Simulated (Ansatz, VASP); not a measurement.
**Two plane-wave programs on Ga**

```
CELL_PARAMETERS angstrom
2.94754 0.00000 0.00000
-1.47377 2.55264 0.00000
0.00000 0.00000 10.03595
ATOMIC_POSITIONS crystal
Ga 0.33333 0.66667 0.11579
Ga 0.66667 0.33333 0.61579
Ga 0.33333 0.66667 0.38421
Ga 0.66667 0.33333 0.88421
```

Alike in both runs: functional PBE; k mesh 6 × 6 × 2; occupations gaussian, width 0.1 eV; no spin polarisation.

Ansatz relaxed the structure, and its values are those at the end. VASP's run is a single point on that final structure, the one shown.

|  | VASP | Ansatz |
| --- | --- | --- |
| version | VASP 6.6.1 | Ansatz 0.2.0 |
| potentials or method | VASP PAW PBE potentials, release 64 (Ga_d) | scalar-relativistic, plane waves, PAW |
| plane-wave cutoff (eV) | 520 | 420 |
| valence electrons in the cell | 52 | 52 |

|  | VASP | Ansatz | Ansatz less VASP |
| --- | --- | --- | --- |
| gap on the k mesh at the Fermi level (eV) | none | none | - |
| pressure (GPa) | 0.1 | 0.0 | -0.08 |
| rms of the force components (eV/Å) | 0.004 | 0.003 | -0.0009 |

A gap of «none» marks a metal or a gap that the smearing closes. With one functional, cell and mesh, what is left measures potentials, basis and numerics.

Caveats: the k mesh is coarse (spacing up to 0.41 Å⁻¹), so the values aren't converged.
